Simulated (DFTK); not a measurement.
Crystal: Ag.

```
CELL_PARAMETERS angstrom
0.00000 2.04275 2.04275
2.04275 0.00000 2.04275
2.04275 2.04275 0.00000
ATOMIC_POSITIONS crystal
Ag 0.00000 0.00000 0.00000
```

Base run:

| Item | Value |
| --- | --- |
| Program | DFTK 0.8.2 |
| Functional | PBEsol |
| Potentials or basis | cp2k.nc.sr.pbe.v0_1.largecore.gth (PBE, GTH) |
| Cutoff | 1361 eV |
| k mesh | 11 × 11 × 11 |
| Occupations | fermi-dirac, width 0.05 eV |
| Spin | no spin polarisation |

Its results: band gap on the k mesh none (metal or under the smearing width); pressure -1.5 GPa.

Problem. The run is repeated on the same cell with these changes: potentials or basis from cp2k.nc.sr.pbe.v0_1.largecore.gth (PBE, GTH) to dojo.nc.sr.pbesol.v0_4_1.standard.upf (PBEsol); cutoff from 1361 eV to 1116 eV; valence electrons from 11 to 19. What comes out?

Solution. Band gap on the k mesh none (metal or under the smearing width); pressure -3.1 GPa.

Caveats: GTH potentials come without recommended cutoffs, and this one wasn't checked for convergence (some runs); the potentials were made for another functional, which shifts forces and pressure (some runs).

Not every run made on this cell is shown here.
